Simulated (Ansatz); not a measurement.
The calculation used DFT PBE, scalar-relativistic, plane waves, PAW (Ansatz). Cutoff 420 eV, Γ-centred meshes of about 0.25 Å⁻¹ or finer for metals and 0.3 Å⁻¹ for insulators (2π included), Gaussian smearing. No spin polarisation.

Temperature and zero-point effects are left out.

Two relaxed structures of MgZn4O:

A.

Space group P4/nmm:1 (No. 129). a = 2.882 Å, b = 2.882 Å, c = 20.509 Å, α = 90.00°, β = 90.00°, γ = 90.00°
```
atom  site  symmetry       x       y       z
  Mg    2c       4mm  0.0000  0.5000  0.9455
  Zn    2c       4mm  0.0000  0.5000  0.7266
  Zn    2c       4mm  0.5000  0.0000  0.6362
  Zn    2c       4mm  0.0000  0.5000  0.5450
  Zn    2c       4mm  0.5000  0.0000  0.8142
   O    2c       4mm  0.0000  0.5000  0.0538
```

B.

Space group I4/mmm (No. 139). a = 2.880 Å, b = 2.880 Å, c = 20.966 Å, α = 90.00°, β = 90.00°, γ = 90.00°
```json
{"atom": "Mg", "site": "2a", "symmetry": "4/mmm", "x": "0.0000", "y": "0.0000", "z": "0.0000"}
{"atom": "Zn", "site": "4e", "symmetry": "4mm", "x": "0.5000", "y": "0.5000", "z": "0.1229"}
{"atom": "Zn", "site": "4e", "symmetry": "4mm", "x": "0.0000", "y": "0.0000", "z": "0.2069"}
{"atom": "O", "site": "2b", "symmetry": "4/mmm", "x": "0.5000", "y": "0.5000", "z": "0.0000"}
```

Question: Which form is favoured at zero pressure, and by what margin per atom?

Answer: A is lower, by 89 meV/atom. A has space group P4/nmm (No. 129), 14.2 Å³/atom and no gap on its mesh; B has space group I4/mmm (No. 139), 14.5 Å³/atom and no gap. Counting Mg or Zn atoms around O (for each partner element, those within 1.25 times its shortest distance or 1.15 times the sum of covalent radii, where it is the nearest in units of that sum or under 1.3), A has O 5 and B has O 4. Both come from trial cells of a structure search.

Trial moments fell under 0.15 μB along the way in P4/nmm and I4/mmm; another start might hold them. With atoms moved at random, A ended within 5 meV/atom of its own energy, in a cell of lower symmetry. Other cells relaxed within their symmetry can be saddle points.
